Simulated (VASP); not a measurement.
# 3 units of LiF (001) on Pd(100) in VASP, part 4 of 4

Aim: model 3 units of LiF (001) on Pd(100) by a slab and find how far its highest filled level lies below the vacuum.

VASP 6.6.1; PBE with D3(BJ); plane waves and PAW (Pd, Li, F).

So far. Step 5 (The slab in a field, field 0.1): Energy at zero smearing: -50.90780 eV.

### 7. Slab, other settings

This step: PBE with D3(BJ); plane waves and PAW (Pd, Li, F) (VASP 6.6.1).

The run is repeated with some settings moved, to see what they change.

The input, INCAR:

```
SYSTEM = Li3Pd4F3
PREC = Normal
ENCUT = 200
EDIFF = 1E-06
NELM = 120
ISMEAR = -1
SIGMA = 0.1
LREAL = .FALSE.
ALGO = Fast
GGA = PE
IVDW = 12
NBANDS = 42
LASPH = .TRUE.
LORBIT = 11
LWAVE = .FALSE.
LCHARG = .FALSE.
KPAR = 4
IDIPOL = 3
LDIPOL = .TRUE.
DIPOL = 0.5 0.5 0.537
LVHAR = .TRUE.
LVACPOTAV = .TRUE.
```

The input, POSCAR:

```
Li3Pd4F3
1.0
    2.8496403300      0.0000000000      0.0000000000
    0.0000000000      2.8496403300      0.0000000000
    0.0000000000      0.0000000000     29.7602648962
Pd Li F
4 3 3
Direct
    0.5000000000      0.5000000000      0.2966915996
    0.0000000000      0.0000000000      0.3585616648
    0.5000000000      0.5000000000      0.4202016388
    0.0000000000      0.0000000000      0.4824297854
    0.5000000000      0.5000000000      0.5678211191
    0.0000000000      0.0000000000      0.6357436633
    0.5000000000      0.5000000000      0.7011339118
    0.0000000000      0.0000000000      0.5687341896
    0.5000000000      0.5000000000      0.6352550695
    0.0000000000      0.0000000000      0.7035448528
```

The input, KPOINTS:

```
Automatic mesh
0
Gamma
12 12 1
0 0 0
```

PAW data sets: Pd, Li and F (PBE family, release 64).

Started as:

```console
> mpirun -np 4 vasp_std
```

Output:

```text
[... set-up lines as in an earlier step ...]
 entering main loop
       N       E                     dE             d eps       ncg     rms          rms(c)
DAV:   1     0.227890788257E+03    0.22789E+03   -0.19556E+04  3066   0.627E+02
DAV:   2    -0.361007374165E+02   -0.26399E+03   -0.25213E+03  2780   0.212E+02
DAV:   3    -0.512777971941E+02   -0.15177E+02   -0.14943E+02  2760   0.509E+01
DAV:   4    -0.515016347679E+02   -0.22384E+00   -0.22322E+00  2874   0.627E+00
DAV:   5    -0.515069382941E+02   -0.53035E-02   -0.52995E-02  2858   0.861E-01    0.235E+01
RMM:   6    -0.546213243282E+02   -0.31144E+01   -0.11233E+01  2713   0.156E+01    0.215E+01
RMM:   7    -0.676221752835E+02   -0.13001E+02   -0.20783E+01  2785   0.139E+01    0.316E+01
RMM:   8    -0.666903047107E+02    0.93187E+00   -0.23362E+01  2892   0.163E+01    0.351E+01
RMM:   9    -0.611310608054E+02    0.55592E+01   -0.56818E+00  2728   0.789E+00    0.228E+01
RMM:  10    -0.518740325718E+02    0.92570E+01   -0.48001E+00  2804   0.850E+00    0.143E+01
RMM:  11    -0.500404531649E+02    0.18336E+01   -0.33505E+00  2772   0.689E+00    0.132E+01
RMM:  12    -0.476667694508E+02    0.23737E+01   -0.15952E+00  2691   0.504E+00    0.722E+00
RMM:  13    -0.471165004341E+02    0.55027E+00   -0.58029E-01  2669   0.257E+00    0.521E+00
RMM:  14    -0.466702904566E+02    0.44621E+00   -0.44588E-01  2763   0.228E+00    0.225E+00
RMM:  15    -0.465893177712E+02    0.80973E-01   -0.73657E-02  2718   0.959E-01    0.197E+00
RMM:  16    -0.464747909780E+02    0.11453E+00   -0.11312E-01  2807   0.115E+00    0.878E-01
RMM:  17    -0.464980768168E+02   -0.23286E-01   -0.11602E-02  2717   0.373E-01    0.111E+00
RMM:  18    -0.464098942988E+02    0.88183E-01   -0.50263E-02  3000   0.735E-01    0.348E-01
RMM:  19    -0.463824556956E+02    0.27439E-01   -0.13059E-02  2820   0.361E-01    0.319E-01
RMM:  20    -0.463655757387E+02    0.16880E-01   -0.48819E-03  2793   0.239E-01    0.306E-01
RMM:  21    -0.463553936601E+02    0.10182E-01   -0.32403E-03  2783   0.170E-01    0.175E-01
RMM:  22    -0.463438101045E+02    0.11584E-01   -0.50622E-03  2934   0.192E-01    0.198E-01
RMM:  23    -0.463372840631E+02    0.65260E-02   -0.30547E-03  2909   0.148E-01    0.117E-01
RMM:  24    -0.463322765740E+02    0.50075E-02   -0.28840E-03  3002   0.149E-01    0.105E-01
RMM:  25    -0.463306521706E+02    0.16244E-02   -0.87794E-04  2836   0.875E-02    0.483E-02
RMM:  26    -0.463298172926E+02    0.83488E-03   -0.41597E-04  2795   0.559E-02    0.521E-02
RMM:  27    -0.463291438587E+02    0.67343E-03   -0.41597E-04  2887   0.536E-02    0.443E-02
RMM:  28    -0.463287403768E+02    0.40348E-03   -0.39962E-04  3001   0.520E-02    0.200E-02
RMM:  29    -0.463286425846E+02    0.97792E-04   -0.19286E-04  2893   0.365E-02    0.610E-03
RMM:  30    -0.463286629052E+02   -0.20321E-04   -0.31314E-05  2682   0.169E-02    0.790E-03
RMM:  31    -0.463286749246E+02   -0.12019E-04   -0.67031E-06  2280   0.977E-03    0.429E-03
RMM:  32    -0.463286726135E+02    0.23111E-05   -0.25278E-06  1925   0.480E-03    0.273E-03
RMM:  33    -0.463286780138E+02   -0.54003E-05   -0.19785E-06  1949   0.432E-03    0.332E-03
RMM:  34    -0.463286776904E+02    0.32340E-06   -0.17801E-07  1326   0.172E-03
 [... a notice as in an earlier step ...]

   1 F= -.49245325E+02 E0= -.49114195E+02  d E =-.262260E+00
 [... a notice as in an earlier step ...]
```

It took 12 s on 4 MPI ranks of AMD EPYC 9R45, shared host; peak memory 0.73 GiB.

From OUTCAR (step 7):

```text
   ENCUT  =  200.0 eV  14.70 Ry    3.83 a.u.   3.29  3.29 34.32*2*pi/ulx,y,z

   NELECT =      64.0000    total number of electrons

 dipolmoment           0.000000      0.000000     -0.029699 electrons x Angstroem

 E-fermi :   0.2526

 k-point     1 :       0.0000    0.0000    0.0000
  band No.  band energies     occupation
    ...
     31      -0.0649      1.91980
     32      -0.0449      1.90287
     33       0.1569      1.44510
     34       0.3053      0.74268
     35       0.3053      0.74268
     36       2.0405      0.00000
     37       3.4596      0.00000
     38       3.8205      0.00000
     39       4.3586      0.00000
     40       5.1136      0.00000
    ...

 Edisp (eV)   -2.91665

  Total    -131.82731  -131.82731  -126.70292     0.00000     0.00000    -0.00000
  in kB    -873.97513  -873.97513  -840.00196     0.00000     0.00000    -0.00000
  external pressure =     -862.65 kB  Pullay stress =        0.00 kB

 POSITION                                       TOTAL-FORCE (eV/Angst)
 -----------------------------------------------------------------------------------
      1.42482      1.42482      8.82962         0.000000     -0.000000      0.063001
      0.00000      0.00000     10.67089         0.000000      0.000000      0.048912
      1.42482      1.42482     12.50531         0.000000      0.000000     -0.054137
      0.00000      0.00000     14.35724         0.000000     -0.000000     -0.122274
      1.42482      1.42482     16.89851         0.000000      0.000000      0.084413
      0.00000      0.00000     18.91990         0.000000      0.000000     -0.026405
      1.42482      1.42482     20.86593         0.000000      0.000000     -0.086418
      0.00000      0.00000     16.92568        -0.000000      0.000000     -0.278317
      1.42482      1.42482     18.90536         0.000000      0.000000      0.290718
      0.00000      0.00000     20.93768         0.000000      0.000000      0.080507
 -----------------------------------------------------------------------------------
    total drift:                               -0.000000     -0.000000      0.412438

  FREE ENERGIE OF THE ION-ELECTRON SYSTEM (eV)
  ---------------------------------------------------
  free  energy   TOTEN  =       -49.2453247248 eV

  energy  without entropy=      -48.9830646793  energy(sigma->0) =      -49.11419470

[... 5 parts as in an earlier step ...]

[... 11 further parts left out ...]
```

Settings moved on purpose: ENCUT = 200. The run ended without an error; the comparison shows what it cost.

Against the run that it repeats, NBANDS also differs.

Side by side:

| quantity | this run | the run it repeats | difference |
| --- | --- | --- | --- |
| energy at zero smearing (eV) | -49.114 | -50.910 | 1.80 |
| free energy (TOTEN) (eV) | -49.245 | -51.038 | 1.79 |
| Fermi energy (eV) | 0.2526 | 0.4647 | -0.212 |
| electronic cycles | 34 | 29 | 5 |

The total energy moves by 179.6 meV an atom.

### 8. Summary of results

- work function of the slab: 3.96 eV
- polarisability per area of the slab or monolayer: 0.930 Å

**Reading.** The work function is 3.96 eV at the upper face and 5.02 eV at the lower. The atom that ends on top (F) moved outwards by 0.18 Å, counted from the mean of all atoms. The cell in the plane was kept as given and was not relaxed here.

[Lines on the potential files, build, host, timing and source positions are cut from VASP's logs without a mark.]

[Logs are printed without paths, hosts, clocks, repeated set-up lines and the standing remarks that a program may print on its own settings, such as how far it seeks lower states.]

[Hosts, paths, dates, database ids (printed as entryN), source tags and the programs' standing remarks are cut or masked in the printed files.]

[In band tables of VASP the shares of atoms and orbitals are scaled to a sum of 1 inside the atoms' spheres.]

[Runs that stopped without an error message from VASP are left out.]
